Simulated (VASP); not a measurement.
Here is a VASP 6.6.1 calculation.

The input INCAR:

```
SYSTEM = ZrC
PREC = Accurate
ENCUT = 600
EDIFF = 1E-7
ISMEAR = 0
SIGMA = 0.1
LREAL = .FALSE.
LASPH = .TRUE.
NELM = 80
ALGO = Fast
ISIF = 3
LWAVE = .FALSE.
LCHARG = .FALSE.
GGA = PE
IBRION = 2
NSW = 80
EDIFFG = -0.004
```

The input KPOINTS:

```
Automatic mesh
0
G
  16 16 16
  0 0 0
```

The input POSCAR:

```
ZrC
1.0
    0.0000000000      2.3650000000      2.3650000000
    2.3650000000      0.0000000000      2.3650000000
    2.3650000000      2.3650000000      0.0000000000
Zr C
1 1
Direct
    0.5000000000      0.5000000000      0.5000000000
    0.0000000000      0.0000000000      0.0000000000
```

Potentials or basis: VASP PAW PBE potentials, release 64 (Zr_sv, C).

Run with:

```sh
$ cat potpaw_PBE.64/Zr_sv/POTCAR potpaw_PBE.64/C/POTCAR > POTCAR
$ mpirun -np 1 vasp_std > vasp.out
```

Estimate the relaxed volume.

13.06 Å³/atom.

Estimate the band gap on the k mesh.

none (metal or under the smearing width).

Predict the relaxed cell.

a = 3.330 Å, b = 3.330 Å, c = 3.330 Å, α = 60.00°, β = 60.00°, γ = 60.00°.

Predict the space group after relaxing (to 0.05 Å).

Fm-3m (No. 225).

Step by step:
```csv
step,energy change (eV),largest force (eV/Å),pressure (GPa),volume (Å³)
1,0.0000,0.0000,-2.78,26.46
2,0.0047,0.0000,4.74,25.59
3,-0.0030,0.0000,0.00,26.12
```
